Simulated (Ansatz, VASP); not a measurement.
SrCl2: VASP beside Ansatz

```
Sr Cl
1.0
     0.00000    3.45065    3.48550
     3.48550    0.00000    3.48550
     3.48550    3.45065    0.00000
Sr Cl
1 2
Direct
  0.00000 0.00000 0.00000
  0.25000 0.25000 0.25000
  0.75000 0.75000 0.75000
```

Change from the starting cell: strain -0.0100 x Voigt [0, 1, 0, 0, 0, 0], atoms carried along.

Alike in both runs: task single point; functional r2SCAN; k mesh 6 × 6 × 6; occupations gaussian, width 0.05 eV; no spin polarisation.

|  | VASP | Ansatz |
| --- | --- | --- |
| version | VASP 6.6.1 | Ansatz 0.2.0 |
| potentials or method | VASP PAW PBE potentials, release 64 (Sr_sv, Cl) | scalar-relativistic, plane waves, PAW |
| plane-wave cutoff (eV) | 520 | 500 |
| valence electrons in the cell | 24 | 24 |

```csv
,VASP,Ansatz,Ansatz less VASP
gap on the k mesh at the Fermi level (eV),5.94,5.94,-0.001
least direct gap on the mesh (eV),5.94,5.94,-0.001
pressure (GPa),0.8,0.8,-0.04
largest component of the traceless stress (GPa),0.38,0.38,+0.002
```

Caveats: the PAW data sets were made with another functional, which shifts forces and pressure a little (VASP). A k mesh can miss the band edges.
